## The quantity behind the questions

A Seebeck coefficient is the voltage per kelvin that a temperature difference sets up. It tells how far the carriers' mean energy, weighted by their share of the current, lies from the chemical potential, divided by charge and temperature. The sign is negative for electrons and positive for holes.

In the table, doping counts net carriers in units of 10¹⁸ cm⁻³, negative for electrons and positive for holes. The directions xx and zz lie across and along the hexagonal axis. Conductivity masses 1 and 3 are the smallest and largest principal masses that describe the response to a field. Carriers are added to fixed bands, without dopant atoms.

Wurtzite ZnO (a = 3.280, c = 5.294 Å) calculated with Ansatz 0.2.0: PBE, plane-wave PAW, scalar-relativistic, no spin polarisation, cutoff 420 eV, k mesh 12×12×6. Transport assumes rigid interpolated bands and a constant relaxation time τ. Doping is positive for holes; conductivity masses are principal values of ne²τ/σ, sorted from the smallest.

```
temperature (K)  doping (1e18 cm^-3)  Seebeck xx (microV/K)  Seebeck zz (microV/K)  conductivity mass 1 (m_e)  conductivity mass 3 (m_e)
            300                   -1                   -249                   -250                      0.158                      0.159
            300                  -10                  -92.9                  -93.7                      0.176                      0.178
            300                 -100                  -27.6                  -28.0                      0.252                      0.261
            300                -1000                  -10.1                  -10.1                      0.450                      0.473
            300                    1                    636                    656                       1.79                       2.74
            300                   10                    438                    458                       1.80                       2.73
            300                  100                    246                    266                       1.84                       2.72
            300                 1000                    100                    111                       2.10                       2.64
            600                   -1                   -343                   -344                      0.176                      0.178
            600                  -10                   -163                   -164                      0.188                      0.191
            600                 -100                  -55.1                  -55.9                      0.257                      0.265
            600                -1000                  -20.2                  -20.2                      0.451                      0.474
            600                    1                    723                    734                       2.00                       2.59
            600                   10                    545                    563                       2.03                       2.64
            600                  100                    350                    367                       2.04                       2.63
            600                 1000                    172                    184                       2.15                       2.59
            900                   -1                   -345                   -352                        n/a                        n/a
            900                  -10                   -215                   -216                      0.203                      0.207
            900                 -100                  -82.0                  -82.9                      0.263                      0.273
            900                -1000                  -30.4                  -30.3                      0.453                      0.476
            900                    1                   -170                   -213                        n/a                        n/a
            900                   10                    538                    538                       2.02                       2.40
            900                  100                    409                    423                       2.15                       2.58
            900                 1000                    222                    234                       2.21                       2.56
```

## 1. At 300 K and equal density, which carrier has the larger Seebeck coefficient?

The hole does: at a doping of 1 the xx values are 636 against −249 microV/K. For dilute carriers in a parabolic band with a constant lifetime,

$$|S| = \frac{k_B}{e}\left[\frac52+\ln\frac{N}{n}\right],$$

where $n$ is the carrier density and $N$ the effective number of thermally accessible states. The term 5/2 is the mean energy of the current-carrying particles in units of $k_BT$.

Solved for $N$, the formula gives about 130 for holes and 1.5 for electrons, in the units of the doping. The heavy valence bands offer many states, so the same number of holes is spread far more thinly. A thin gas has its chemical potential far from the band edge, and hence a large Seebeck coefficient.

## 2. What does ten times more doping do?

In the dilute formula it costs $(k_B/e)\ln 10$, or 198 microV/K, whatever the mass. Starting from the hole row at 300 K and doping 1,

$$636-198=438,\qquad 438-198=240,\qquad 240-198=42.$$

The table has 438, 246 and 100. Only the first row was used, so the other three are a test. The rule is meant for holes much scarcer than states. It is still close at doping 100 and fails at doping 1000, where the holes far outnumber those states.

## 3. Why do electrons not follow this rule?

Their few states are already well occupied at the lowest doping. The first tenfold step at 300 K costs 156 microV/K, the last only 17.5. In a crowded band only electrons within a few $k_BT$ of the Fermi level carry the Seebeck signal, and Mott's formula applies:

$$|S|=\frac{\pi^2}{3}\frac{k_B}{e}\,k_BT\,\frac{d\ln\sigma}{dE},$$

with $\sigma$ the conductivity that the band would have at Fermi energy $E$. The signal is then proportional to temperature. At doping −1000 the xx value indeed goes from −10.1 through −20.2 to −30.4 microV/K as the temperature doubles and triples.

## 4. Why do electrons become heavier with doping?

At 300 K conductivity mass 1 rises from 0.158 to 0.450 electron masses. Near its minimum, the conduction band is made light by its coupling to the valence band just below. Higher up this coupling counts for less, and the band rises more slowly than a parabola. The Kane form describes this:

$$E(1+aE)=\frac{\hbar^2k^2}{2m_0}\quad\Rightarrow\quad m^2=m_0^2+2am_0\hbar^2k^2,\qquad k^3=3\pi^2n.$$

Here $m_0$ is the mass at the band edge, $a$ measures the departure from a parabola, and $k$ is the radius of the sphere that the electrons would fill at zero temperature. A line in $m^2$ through the lowest and highest electron dopings at 300 K predicts the two masses between them to within about 2 %. This supports the shape of the band; the coupling as its cause is taken from theory.

The Seebeck coefficients give a separate test. At doping −100 and 300 K, Mott's formula gives 35 microV/K in size if the mass is held constant with energy, and 28 if it rises as in the Kane band. The table has 27.6. A rising mass makes the conductivity grow less steeply with energy, which weakens the signal.

## 5. Why does hole doping give a negative value at 900 K?

At 900 K and doping 1, the xx value is −170 microV/K. Heat has lifted electrons across the calculated gap of 0.74 eV, and each leaves an extra hole behind. A doping of 1 then fixes only the difference between the two populations. The total Seebeck coefficient is an average weighted by conductivity, and light electrons count for more.

A two-carrier estimate takes its masses and numbers of states from two 600 K rows, at dopings −1 and 10, and adds the calculated gap. It finds 0.345 electrons and 1.345 holes in doping units. Dividing by the masses gives the weights

$$\frac{0.345}{0.176}\approx1.96,\qquad \frac{1.345}{2.03}\approx0.66.$$

The minority electrons therefore carry about three quarters of the current. That is enough to outweigh the holes, whose own Seebeck coefficient is larger, and the total turns negative.

The estimate gives −170 microV/K with the smaller hole mass and −228 with the larger; the table has −170 along xx and −213 along zz. Holes alone have the more positive coefficient along zz, so the more negative total there means that they carry less of the current. The larger hole mass therefore lies along the hexagonal axis. Along xx, three other rows touched by minority carriers come out within 5 microV/K: 600 K at doping 1, and 900 K at −1 and 10. The output printed below gives these values. The table lists no masses (n/a) where the two populations are comparable; at 900 K and doping 10 the printed masses are still lowered a little by minority electrons.

## 6. What would change with a realistic gap?

The sign change would vanish. PBE underestimates gaps in general, and in ZnO it also places the zinc 3d states too high, where they push up the valence edge. The gap comes out far below the measured value of roughly 3.4 eV (recalled). With so wide a gap, hardly any electrons would be excited at 900 K. With the valence bands unchanged, the Seebeck coefficient would be near +800 microV/K.

The electrons would change too. The coupling to a more distant valence band has less effect, so the conduction band would be heavier at its edge and closer to a parabola. Indium antimonide shows the opposite case: its gap is narrow and its electrons are very light, so lightly p-doped samples turn negative at much lower temperatures.

## 7. Which digits can be trusted?

For electrons, xx and zz mostly differ by 1 microV/K or less. No test with a denser mesh is available, so such differences deserve no explanation.

For a real sample the uncertainty is larger. The calculation gives every carrier the same lifetime. If scattering by acoustic phonons dominated, the 5/2 in the dilute formula would become 2, lowering the size by half of $k_B/e$, or about 43 microV/K. For dilute carriers, even the second digit can then depend on scattering.

The masses are not mobilities either, because a mobility also needs the lifetime. The hole rows describe fixed bands with some electrons removed, not a recipe: p-type ZnO is notoriously hard to make, and holes trapped at defects are absent here. What carries over best is the reasoning: compare the carriers with the available states, then ask whether the gap keeps the other kind out.

The analysis program printed:

```
Dilute-carrier Seebeck step for tenfold density (microV/K): 198.4
Fall of Seebeck xx size at 300 K on reaching doping -10, -100, -1000, then +10, +100, +1000 (microV/K): 156.1, 65.3, 17.5, 198, 192, 146
Effective number of states at 300 K from doping -1, then +1 (1e18 per cm3): 1.476, 131.7
Hole transport energy difference zz less xx at 300 K, doping +1 (meV): 6
Kane-line electron mass at 300 K for doping -10, then -100 (m_e): 0.1775, 0.2486
Energy scale of non-parabolicity from the Kane line (eV): 1.238
Mott Seebeck size, mass held constant, 300 K, doping -100 then -1000 (microV/K): 35.26, 13.57
Mott Seebeck size, mass rising as in Kane band, 300 K, doping -100 then -1000 (microV/K): 28.11, 9.562
Two-carrier Seebeck for 600 K +1, 900 K -1, 900 K +1, 900 K +10 (microV/K): 721.8, -342.5, -169.5, 533.7
Same model at 900 K +1 with the larger hole mass (microV/K): -227.7
Minority electron density at 900 K +1 (1e18 per cm3): 0.345
Share of conductivity carried by electrons at 900 K +1 (percent): 74.74
Seebeck at 900 K +1 if no minority electrons existed (microV/K): 795.8
```
